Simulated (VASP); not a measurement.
Set up this calculation in VASP 6.6.1, as the native input.

```
Task                   : single point
Functional             : PBE
Dispersion             : D3(BJ)
Potentials or basis    : VASP PAW PBE potentials, release 64 (W_sv, S)
Cutoff                 : 520 eV
k mesh                 : 12 × 12 × 2
Occupations            : gaussian, width 0.05 eV
Spin                   : no spin polarisation
Dipole correction      : no
Further INCAR settings : ALGO = Normal; EDIFF = 1e-06; NBANDS = 20
```

The structure of WS2 lies in POSCAR:

```
WS2
1.0
    3.1835163552      0.0000000000      0.0000000000
   -1.5917581776      2.7570060369      0.0000000000
    0.0000000000      0.0000000000     16.9505778900
W S
1 2
Direct
    0.3333333333      0.6666666667      0.0000000000
    0.6666666667      0.3333333333      0.9079994900
    0.6666666667      0.3333333333      0.0920005100
```

The input as run:

INCAR

```
  ALGO = Normal
  EDIFF = 1E-6
  ENCUT = 520
  GGA = PE
  ISIF = 2
  ISMEAR = 0
  IVDW = 12
  LASPH = True
  LCHARG = True
  LELF = True
  LREAL = False
  LVHAR = True
  LWAVE = False
  NBANDS = 20
  NELM = 60
  PREC = Accurate
  SIGMA = 0.05
```

KPOINTS

```
k-points
0
Gamma
  12 12 2
```

Potentials or basis: VASP PAW PBE potentials, release 64 (W_sv, S).

Launch:

```console
$ cat potpaw_PBE.64/W_sv/POTCAR potpaw_PBE.64/S/POTCAR > POTCAR
$ mpirun -np 1 vasp_std > vasp.out
```

Results of the run:

```yaml
Largest_force: 0.165 eV/Å
Band_gap_on_the_k_mesh: 1.80 eV, direct
Dispersion_energy_per_atom: -0.307 eV
```

Caveat: spin-orbit coupling is left out, which moves the levels of the heavy elements.

It took 72 s on 1 thread of Intel(R) Xeon(R) Platinum 8488C (Sapphire Rapids), on a shared host, peak memory 0.31 GiB.
